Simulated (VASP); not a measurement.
# TePb (Fm-3m) in VASP: further runs, part 2 of 3

VASP 6.6.1. Earlier steps stand in the parts before.

## (3) Relaxation of cell and atoms, PBEsol

This run uses another cell than the first one, of 33.44 Å³/atom, 0.992 times its volume.

The input, INCAR:

```
PREC = Accurate
ENCUT = 600
EDIFF = 1E-7
ISMEAR = 0
SIGMA = 0.03
LREAL = F
LASPH = T
NELM = 80
ALGO = Normal
ISIF = 3
LWAVE = F
LCHARG = F
GGA = PS
IBRION = 2
NSW = 90
EDIFFG = -0.005
```

The input, KPOINTS:

```
regular mesh
0
Gamma
  8 8 8
```

The input, POSCAR:

```
TePb                                    
1.0
    0.0000000000      3.2218515830      3.2218515830
    3.2218515830      0.0000000000      3.2218515830
    3.2218515830      3.2218515830     -0.0000000000
  Te              Pb            
     1     1
Direct
     0.5000000000000000    0.5000000000000000    0.5000000000000000
     0.0000000000000000    0.0000000000000000    0.0000000000000000
```

Potentials or basis: VASP PAW PBE potentials, release 64 (Te, Pb_d).

On the command line:

```console
$ cat potpaw_PBE.64/Te/POTCAR potpaw_PBE.64/Pb_d/POTCAR > POTCAR
$ mpirun -np 1 vasp_std > vasp.out
```

OUTCAR:

```text
PREC = Accurate
   ENCUT = 600
   EDIFF = 1E-7
   ISMEAR = 0
   LREAL = F
   LASPH = T
   NELM = 80
   ISIF = 3
   GGA = PS
   IBRION = 2
   NSW = 90
   EDIFFG = -0.005

 ion  position               nearest neighbor table
   1  0.500  0.500  0.500-   2 3.22   2 3.22   2 3.22   2 3.22   2 3.22   2 3.22
   2  0.000  0.000  0.000-   1 3.22   1 3.22   1 3.22   1 3.22   1 3.22   1 3.22

  LATTYP: Found a face centered cubic cell.
 ALAT       =     6.4437031660

  Lattice vectors:

 A1 = (   0.0000000000,   3.2218515830,   3.2218515830)
 A2 = (   3.2218515830,   0.0000000000,   3.2218515830)
 A3 = (   3.2218515830,   3.2218515830,   0.0000000000)

Analysis of symmetry for initial positions (statically):
=====================================================================
 Subroutine PRICEL returns:
 Original cell was already a primitive cell.

 Routine SETGRP: Setting up the symmetry group for a
 face centered cubic supercell.

 Subroutine GETGRP returns: Found 48 space group operations
 (whereof 48 operations were pure point group operations)
 out of a pool of 48 trial point group operations.

The static configuration has the point symmetry O_h .

Analysis of symmetry for dynamics (positions and initial velocities):
=====================================================================
 Subroutine PRICEL returns:
 Original cell was already a primitive cell.

 Routine SETGRP: Setting up the symmetry group for a
 face centered cubic supercell.

 Subroutine GETGRP returns: Found 48 space group operations
 (whereof 48 operations were pure point group operations)
 out of a pool of 48 trial point group operations.

The dynamic configuration has the point symmetry O_h .

 Subroutine INISYM returns: Found 48 space group operations
 (whereof 48 operations are pure point group operations),
 and found     1 'primitive' translations

----------------------------------------------------------------------------------------

                                     Primitive cell

  volume of cell :      66.8877

  direct lattice vectors                    reciprocal lattice vectors
[... 117 lines left out ...]
   LRPA    =     F    only Hartree local field effects (RPA)
 conjugate gradient relaxation of ions
 non-spin polarized calculation
 Gauss-broadening in eV      SIGMA  =   0.03
  energy-cutoff  :      600.00
  volume of cell :       66.89
 maximum number of plane-waves:      2252
   NGX = 19   NGY = 19   NGZ = 19

 number of electron      20.0000002 magnetization

 Free energy of the ion-electron system (eV)
  ---------------------------------------------------
  ext. energy  EPLUGINS =         0.00000000
  ---------------------------------------------------
  free energy    TOTEN  =        -8.25916777 eV

  energy without entropy =       -8.25916777  energy(sigma->0) =       -8.25916777

 E-fermi :   5.7718     XC(G=0):  -9.5084

 val. band max:        5.5711522430   @ k =   0.5000   0.0000   0.0000
 cond. band min:       6.2215154013   @ k =   0.5000   0.0000   0.0000
 fundamental gap:      0.6503631583
 Fermi energy:         5.7718186837

 k-point     1 :       0.0000    0.0000    0.0000
  band No.  band energies     occupation
      1     -11.0731      2.00000
      2     -11.0731      2.00000
      3     -11.0615      2.00000
      4     -11.0615      2.00000
      5     -11.0615      2.00000
      6      -6.5345      2.00000
      7      -0.0229      2.00000
      8       4.2044      2.00000
      9       4.2044      2.00000
     10       4.2044      2.00000
     11       9.6370      0.00000
     12       9.6370      0.00000
     13       9.6370      0.00000
     14      11.3087      0.00000
[... 377 lines left out ...]
      1     -11.1042      2.00000
      2     -11.0814      2.00000
      3     -11.0552      2.00000
      4     -11.0491      2.00000
      5     -11.0404      2.00000
      6      -4.8723      2.00000
      7      -2.8112      2.00000
      8       2.7375      2.00000
      9       2.9516      2.00000
     10       5.1057      2.00000
     11       6.8493      0.00000
     12       9.1223      0.00000
     13       9.5987      0.00000
     14      12.3228      0.00000

 [... further k-points ...]
[... 5 lines left out ...]
  --------------------------------------------------------------------------------------
  -------------------------------------------------------------------------------------
  Total       -0.0007393     -0.0007393     -0.0007393      0.0000000      0.0000000     -0.0000000
  in kB       -0.0177094     -0.0177094     -0.0177094      0.0000000      0.0000000     -0.0000000
  external PRESSURE =      -0.0177094 kB  Pullay stress =       0.0000000 kB

 VOLUME and BASIS-vectors are now :
 -----------------------------------------------------------------------------
  energy-cutoff  :      600.00
  volume of cell :       66.89
      direct lattice vectors                 reciprocal lattice vectors
     0.000000000  3.221851583  3.221851583    -0.155190265  0.155190265  0.155190265
     3.221851583  0.000000000  3.221851583     0.155190265 -0.155190265  0.155190265
     3.221851583  3.221851583  0.000000000     0.155190265  0.155190265 -0.155190265

 POSITION                                       TOTAL-FORCE (eV/Angst)
 -----------------------------------------------------------------------------------
      3.22185      3.22185      3.22185         0.000000      0.000000      0.000000
      0.00000      0.00000      0.00000        -0.000000      0.000000     -0.000000
 -----------------------------------------------------------------------------------
    total drift:                               -0.000000      0.000000      0.000000

  FREE ENERGIE OF THE ION-ELECTRON SYSTEM (eV)
  ---------------------------------------------------
  free  energy   TOTEN  =        -8.2591677670 eV

  energy  without entropy=       -8.2591677670  energy(sigma->0) =       -8.25916777

 reached required accuracy - stopping structural energy minimisation
```

OSZICAR:

```text
N       E                     dE             d eps       ncg     rms          rms(c)
DAV:   1     0.155888985763E+03    0.15589E+03   -0.10044E+04   812   0.152E+03
DAV:   2     0.332762544611E+01   -0.15256E+03   -0.14953E+03   818   0.349E+02
DAV:   3    -0.808274277185E+01   -0.11410E+02   -0.11237E+02  1112   0.101E+02
DAV:   4    -0.836589949736E+01   -0.28316E+00   -0.28301E+00   934   0.188E+01
DAV:   5    -0.837664110749E+01   -0.10742E-01   -0.10741E-01  1140   0.337E+00    0.341E+00
DAV:   6    -0.826469032699E+01    0.11195E+00   -0.26017E-01  1124   0.451E+00    0.212E+00
DAV:   7    -0.825894202037E+01    0.57483E-02   -0.76468E-02  1046   0.172E+00    0.879E-01
DAV:   8    -0.825921261188E+01   -0.27059E-03   -0.85576E-03   992   0.110E+00    0.123E-01
DAV:   9    -0.825915974949E+01    0.52862E-04   -0.97853E-04  1182   0.356E-01    0.376E-02
DAV:  10    -0.825916528218E+01   -0.55327E-05   -0.78669E-05   918   0.836E-02    0.232E-02
DAV:  11    -0.825916784938E+01   -0.25672E-05   -0.17192E-05  1026   0.325E-02    0.960E-03
DAV:  12    -0.825916790788E+01   -0.58502E-07   -0.11259E-06   992   0.110E-02    0.611E-03
DAV:  13    -0.825916772658E+01    0.18131E-06   -0.63484E-08   664   0.206E-03    0.278E-03
DAV:  14    -0.825916776699E+01   -0.40413E-07   -0.14651E-07   498   0.417E-03
   1 F= -.82591678E+01 E0= -.82591678E+01  d E =-.825917E+01
```

Run time: 13 s. Hardware: 1 thread of Intel Xeon 6975P-C (Granite Rapids), shared host; peak memory 0.22 GiB.

What came out:

```
Free energy             : -8.2592 eV
Pressure after relaxing : 0.0 GPa
Band gap on the k mesh  : 0.65 eV, direct
```

Final structure:
```yaml
crystal:
  lattice:
    - [0.00000, 3.22185, 3.22185]
    - [3.22185, 0.00000, 3.22185]
    - [3.22185, 3.22185, 0.00000]
  atoms:
    - { symbol: Te, position: [0.50000, 0.50000, 0.50000] }
    - { symbol: Pb, position: [0.00000, 0.00000, 0.00000] }
```

Caveat: the relaxation stopped at its first step, so nothing moved; the PAW data sets were made with another functional, which shifts forces and pressure a little; spin-orbit coupling is left out, which as a rule narrows the gap of such compounds by several tenths of an eV. A k mesh can miss the band edges.

## (4) Relaxation of cell and atoms, AM05

The input, INCAR:

```
SYSTEM = TePb
ALGO     = Normal         ! electronic algorithm
EDIFF    = 1E-6           ! SCF threshold, eV
EDIFFG   = -0.01          ! ionic threshold
ENCUT    = 600            ! plane-wave cutoff, eV
GGA      = AM             ! functional
IBRION   = 2              ! ionic algorithm
ISIF     = 3              ! what is computed and relaxed
ISMEAR   = 0              ! smearing method
LASPH    = .True.         ! aspherical terms in the spheres
LCHARG   = .False.        ! write CHGCAR
LREAL    = .False.        ! projectors in reciprocal space
LWAVE    = .False.        ! write WAVECAR
NELM     = 80             ! most SCF steps
NSW      = 90             ! ionic steps
PREC     = Accurate       ! precision mode
SIGMA    = 0.03           ! smearing width, eV
```

The input, KPOINTS:

```
k-points
0
Gamma
  8 8 8
  0 0 0
```

The input, POSCAR:

```
TePb
1.0
    0.0000000000      3.2310000000      3.2310000000
    3.2310000000      0.0000000000      3.2310000000
    3.2310000000      3.2310000000      0.0000000000
Te Pb
1 1
Direct
    0.5000000000      0.5000000000      0.5000000000
    0.0000000000      0.0000000000      0.0000000000
```

Potentials or basis: VASP PAW PBE potentials, release 64 (Te, Pb_d).

On the command line:

```console
$ cat potpaw_PBE.64/Te/POTCAR potpaw_PBE.64/Pb_d/POTCAR > POTCAR
$ mpirun -np 1 vasp_std > vasp.out
```

OUTCAR:

```text
SYSTEM = TePb
   EDIFF = 1E-6
   EDIFFG = -0.01
   ENCUT = 600
   GGA = AM
   IBRION = 2
   ISIF = 3
   ISMEAR = 0
   LASPH = .True.
   LREAL = .False.
   NELM = 80
   NSW = 90
   PREC = Accurate

 ion  position               nearest neighbor table
   1  0.500  0.500  0.500-   2 3.23   2 3.23   2 3.23   2 3.23   2 3.23   2 3.23
   2  0.000  0.000  0.000-   1 3.23   1 3.23   1 3.23   1 3.23   1 3.23   1 3.23

  LATTYP: Found a face centered cubic cell.
 ALAT       =     6.4620000000

  Lattice vectors:

 A1 = (   0.0000000000,   3.2310000000,   3.2310000000)
 A2 = (   3.2310000000,   0.0000000000,   3.2310000000)
 A3 = (   3.2310000000,   3.2310000000,   0.0000000000)

Analysis of symmetry for initial positions (statically):
=====================================================================
 Subroutine PRICEL returns:
 Original cell was already a primitive cell.

 Routine SETGRP: Setting up the symmetry group for a
 face centered cubic supercell.

 Subroutine GETGRP returns: Found 48 space group operations
 (whereof 48 operations were pure point group operations)
 out of a pool of 48 trial point group operations.

The static configuration has the point symmetry O_h .

Analysis of symmetry for dynamics (positions and initial velocities):
=====================================================================
 Subroutine PRICEL returns:
 Original cell was already a primitive cell.
[... 266 lines left out ...]

 number of electron      19.9999998 magnetization

 Free energy of the ion-electron system (eV)
  ---------------------------------------------------
  ext. energy  EPLUGINS =         0.00000000
  ---------------------------------------------------
  free energy    TOTEN  =        -7.66416321 eV

  energy without entropy =       -7.66416321  energy(sigma->0) =       -7.66416321

 E-fermi :   5.6496     XC(G=0):  -9.3465

 val. band max:        5.4932673061   @ k =   0.5000   0.0000   0.0000
 cond. band min:       6.2154871170   @ k =   0.5000   0.0000   0.0000
 fundamental gap:      0.7222198109
 Fermi energy:         5.6496455387

 k-point     1 :       0.0000    0.0000    0.0000
  band No.  band energies     occupation
      1     -11.1932      2.00000
      2     -11.1932      2.00000
      3     -11.1855      2.00000
      4     -11.1855      2.00000
      5     -11.1855      2.00000
      6      -6.5143      2.00000
      7      -0.1440      2.00000
      8       4.1700      2.00000
      9       4.1700      2.00000
     10       4.1700      2.00000
     11       9.5654      0.00000
     12       9.5654      0.00000
     13       9.5654      0.00000
     14      11.3010      0.00000
[... 377 lines left out ...]
      1     -11.2220      2.00000
      2     -11.2010      2.00000
      3     -11.1793      2.00000
      4     -11.1737      2.00000
      5     -11.1656      2.00000
      6      -4.8923      2.00000
      7      -2.8447      2.00000
      8       2.7413      2.00000
      9       2.9467      2.00000
     10       5.0465      2.00000
     11       6.8202      0.00000
     12       9.0572      0.00000
     13       9.5094      0.00000
     14      12.3236      0.00000

 [... further k-points ...]
[... 5 lines left out ...]
  --------------------------------------------------------------------------------------
  -------------------------------------------------------------------------------------
  Total       -0.0116285     -0.0116285     -0.0116285      0.0000000     -0.0000000      0.0000000
  in kB       -0.2754895     -0.2754895     -0.2754895      0.0000000     -0.0000000      0.0000000
  external PRESSURE =      -0.2754895 kB  Pullay stress =       0.0000000 kB
[... 17 lines left out ...]
  FREE ENERGIE OF THE ION-ELECTRON SYSTEM (eV)
  ---------------------------------------------------
  free  energy   TOTEN  =        -7.6641632097 eV

  energy  without entropy=       -7.6641632097  energy(sigma->0) =       -7.66416321

 reached required accuracy - stopping structural energy minimisation
```

OSZICAR:

```text
N       E                     dE             d eps       ncg     rms          rms(c)
DAV:   1     0.155459354328E+03    0.15546E+03   -0.99658E+03   818   0.152E+03
DAV:   2     0.372106779841E+01   -0.15174E+03   -0.14864E+03   860   0.351E+02
DAV:   3    -0.748179360393E+01   -0.11203E+02   -0.10935E+02  1088   0.996E+01
DAV:   4    -0.777415236787E+01   -0.29236E+00   -0.29227E+00   964   0.186E+01
[... 25 lines left out ...]
DAV:   2    -0.766448258493E+01    0.18573E-02   -0.38157E-03   992   0.114E+00    0.920E-02
DAV:   3    -0.766416033292E+01    0.32225E-03   -0.13947E-03  1004   0.631E-01    0.181E-02
DAV:   4    -0.766416237185E+01   -0.20389E-05   -0.22996E-05   818   0.508E-02    0.153E-02
DAV:   5    -0.766416339323E+01   -0.10214E-05   -0.63974E-06   942   0.261E-02    0.419E-03
DAV:   6    -0.766416320966E+01    0.18357E-06   -0.58023E-07   406   0.142E-02
   4 F= -.76641632E+01 E0= -.76641632E+01  d E =-.230080E-04
```

CONTCAR:

```text
TePb
   1.00000000000000
    -0.0000000000000000    3.2337029773769816    3.2337029773769816
     3.2337029773769816   -0.0000000000000000    3.2337029773769816
     3.2337029773769816    3.2337029773769816    0.0000000000000000
  Te              Pb
     1     1
Direct
     0.5000000000000000    0.5000000000000000    0.5000000000000000
     0.0000000000000000    0.0000000000000000    0.0000000000000000

  0.00000000E+00  0.00000000E+00  0.00000000E+00
  0.00000000E+00  0.00000000E+00  0.00000000E+00
```

Wall time 46 s (1 thread of Intel Xeon 6975P-C (Granite Rapids), shared host); peak memory 0.26 GiB.

Results:

* Free energy: -7.6642 eV
* Relaxed volume: 33.81 Å³/atom
* Relaxed cell: a = 4.573 Å, b = 4.573 Å, c = 4.573 Å, α = 60.00°, β = 60.00°, γ = 60.00°
* Space group after relaxing (to 0.05 Å): Fm-3m (No. 225)
* Energy gained by relaxing: 0.0 meV/atom
* Ionic steps: 4
* Pressure after relaxing: 0.0 GPa
* Band gap on the k mesh: 0.72 eV, direct

Final structure:
```
Te Pb
1.0
     0.00000    3.23370    3.23370
     3.23370    0.00000    3.23370
     3.23370    3.23370    0.00000
Te Pb
1 1
Direct
  0.50000 0.50000 0.50000
  0.00000 0.00000 0.00000
```

Caveat: the PAW data sets were made with another functional, which shifts forces and pressure a little; spin-orbit coupling is left out, which as a rule narrows the gap of such compounds by several tenths of an eV. A k mesh can miss the band edges.

[end of part 2 of 3]
